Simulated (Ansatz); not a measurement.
Molecular dynamics of Li

input.yaml

```yaml
crystal:
  lattice:
    - [7.312873, 0.0, 0.0]
    - [0.0, 7.312873, 0.0]
    - [0.0, 0.0, 7.312873]
  atoms:
    - { symbol: Li, position: [0.03034837, -0.11785149, 0.15189782] }
    - { symbol: Li, position: [0.49018305, 0.03447966, 0.10066187] }
    - { symbol: Li, position: [0.12545567, 0.54826782, 0.00706906] }
    - { symbol: Li, position: [-0.18717894, -0.06599894, 0.51241049] }
    - { symbol: Li, position: [0.4737021, 0.00806507, 0.45788613] }
    - { symbol: Li, position: [0.42447056, 0.40985364, -0.03289008] }
    - { symbol: Li, position: [0.54031609, 0.1068309, 0.67241009] }
    - { symbol: Li, position: [0.79791704, 0.2810985, 0.27032538] }
    - { symbol: Li, position: [0.02909993, 0.39365463, 0.44364958] }
    - { symbol: Li, position: [0.3417942, 0.73460988, 0.32259383] }
    - { symbol: Li, position: [0.15168476, 0.12403996, 0.86007833] }
    - { symbol: Li, position: [0.56069256, 0.53804251, 0.62144311] }
    - { symbol: Li, position: [0.73891639, 0.65446747, 0.31995992] }
    - { symbol: Li, position: [0.78746859, 0.21613768, 0.8980361] }
    - { symbol: Li, position: [0.25173479, 0.81996478, 0.69774413] }
    - { symbol: Li, position: [0.72222468, 0.72367916, 0.85140669] }
basis:
  ecutwfc: 200.0
kpoints:
  mp_grid: { grid: [3, 3, 3] }
hamiltonian:
  xc: pbe
scf:
  occupations: { method: fermi_dirac, width: 0.16 }
  lower_state_search: "off"
  max_iter: 53
md:
  timestep: 1.5
  n_steps: 200
  ensemble: npt_langevin
  temperature: 1260.0
  initial_velocities: maxwell_boltzmann
  seed: 361123
  friction: 0.05
  pressure: 1.0
  fix_cell: [shape]
```

Run as:

```bash
$ ansatz run input.yaml --threads 2 --pin off --max-ram 5120MiB --backend cpu --events-out ev --progress --plain --runs-dir out
```

It goes on from the last frame of an earlier run, with new velocities.

Output, in part (step lines):

```
md step     0: t =     0.00 fs  T =  1181.2 K  F+E_penalty+E_count = -3266.37535653 eV  E_kin = 2.443014 eV  conserved = -3262.13951623 eV  P_inst = 0.7482 GPa  V = 391.0786 Å³  selection 1  (9 SCF iters)
md step     1: t =     1.50 fs  T =  1182.2 K  F+E_penalty+E_count = -3266.37077793 eV  E_kin = 2.444993 eV  conserved = -3262.13907522 eV  P_inst = 0.7394 GPa  V = 391.1022 Å³  selection 1  (7 SCF iters)
md step     2: t =     3.00 fs  T =  1247.6 K  F+E_penalty+E_count = -3266.39599080 eV  E_kin = 2.580143 eV  conserved = -3262.13902737 eV  P_inst = 0.7608 GPa  V = 391.1471 Å³  selection 1  (7 SCF iters)
md step     3: t =     4.50 fs  T =  1188.1 K  F+E_penalty+E_count = -3266.45637748 eV  E_kin = 2.457203 eV  conserved = -3262.13949667 eV  P_inst = 0.7135 GPa  V = 391.0795 Å³  selection 1  (7 SCF iters)
md step     4: t =     6.00 fs  T =  1207.5 K  F+E_penalty+E_count = -3266.55610311 eV  E_kin = 2.497332 eV  conserved = -3262.14056024 eV  P_inst = 0.7130 GPa  V = 390.8754 Å³  selection 1  (7 SCF iters)
md step     5: t =     7.50 fs  T =  1241.4 K  F+E_penalty+E_count = -3266.66767027 eV  E_kin = 2.567475 eV  conserved = -3262.14080320 eV  P_inst = 0.7050 GPa  V = 390.5912 Å³  selection 1  (6 SCF iters)
md step     6: t =     9.00 fs  T =  1417.8 K  F+E_penalty+E_count = -3266.79006868 eV  E_kin = 2.932174 eV  conserved = -3262.14091280 eV  P_inst = 0.7996 GPa  V = 389.9984 Å³  selection 1  (6 SCF iters)
md step     7: t =    10.50 fs  T =  1667.6 K  F+E_penalty+E_count = -3266.93006501 eV  E_kin = 3.448842 eV  conserved = -3262.14117970 eV  P_inst = 0.9168 GPa  V = 389.0345 Å³  selection 1  (6 SCF iters)
[... lines left out ...]
```

The steps, from the saved trajectory:

```
time (fs)  T (K)  potential energy less start (eV)  conserved less start (meV/atom)  P (GPa)  volume (Å³)
        0   1181                             0.000                             0.00      0.7        391.1
        9   1418                            -0.415                            -0.09      0.8        390.0
       18   1691                            -1.130                            -0.11      0.8        384.2
       27   1340                            -0.910                            -0.03      0.8        380.9
       36   1865                            -0.417                            -0.05      1.3        376.3
       45   1582                             0.041                             0.04      1.5        371.0
       54    951                             0.193                             0.11      1.3        364.9
       63   1548                            -0.064                            -0.10      1.7        363.1
       72   1383                            -0.603                             0.08      1.4        363.5
       81   1540                            -1.384                             0.01      1.2        363.8
       90   1268                            -1.596                             0.03      0.9        365.7
       99    938                            -1.434                             0.14      0.8        367.5
      108    993                            -1.273                             0.15      0.8        372.4
      117   1055                            -1.350                             0.13      0.8        373.8
      126   1052                            -1.470                             0.13      0.8        375.2
      135   1186                            -1.673                             0.14      0.6        377.8
      144   1380                            -2.103                             0.06      0.3        381.2
      153   1633                            -2.281                             0.02      0.3        380.9
      162   1239                            -2.110                             0.11      0.1        383.1
      171    798                            -1.910                             0.14     -0.1        385.2
      180    824                            -1.671                             0.11      0.0        386.2
      189   1177                            -1.665                             0.02      0.2        386.2
      198   1332                            -1.470                             0.06      0.5        386.3
      207   1351                            -1.802                             0.03      0.5        382.7
      216   1099                            -1.773                             0.10      0.4        379.1
      225   1108                            -1.552                             0.17      0.5        373.9
      234    856                            -1.335                             0.18      0.5        368.1
      243   1265                            -1.312                             0.14      0.9        364.9
      252   1108                            -1.498                             0.15      0.8        364.0
      261   1217                            -1.591                             0.14      0.8        363.3
      270   1016                            -1.593                             0.17      0.7        362.1
      279   1346                            -1.739                             0.19      0.9        359.9
      288   1208                            -1.500                             0.21      1.0        355.8
      297    896                            -1.241                             0.24      1.3        350.5
```

The run went to its last step. The conserved energy stayed within 0.25 meV per atom of its start (net change 0.19 meV per atom), so the integration is sound. A run of 0.3 ps of so small a system gives no equilibrium averages. The plane-wave cutoff is below what these datasets need, so energies and pressures aren't converged. Limits of this set-up: coarse k mesh. The cell's volume went from 391 to 349 Å³.

Mean squared displacements from the first frame to the last, about the centre of mass, the cell's change included: Li 1.77 Å².

Last frame:

```xyz
16
Lattice="7.0407 0.0000 0.0000 0.0000 7.0407 0.0000 0.0000 0.0000 7.0407" Properties=species:S:1:pos:R:3
Li 0.218 -0.336 -0.072
Li 3.782 -1.123 0.694
Li -0.279 2.897 0.069
Li 0.598 0.025 4.102
Li 3.062 -0.634 3.338
Li 3.938 2.703 0.602
Li 4.931 -0.250 5.144
Li 5.233 0.505 1.478
Li 0.774 2.510 2.479
Li 1.971 4.637 1.788
Li 2.097 1.076 6.741
Li 3.819 3.605 3.046
Li 5.768 4.940 2.580
Li 4.736 1.879 4.284
Li 1.823 4.577 4.976
Li 6.034 4.532 4.849
```

The run took 3 min on 2 threads of AMD EPYC 9R45 (Zen 5) (shared host), peak memory 0.47 GiB.
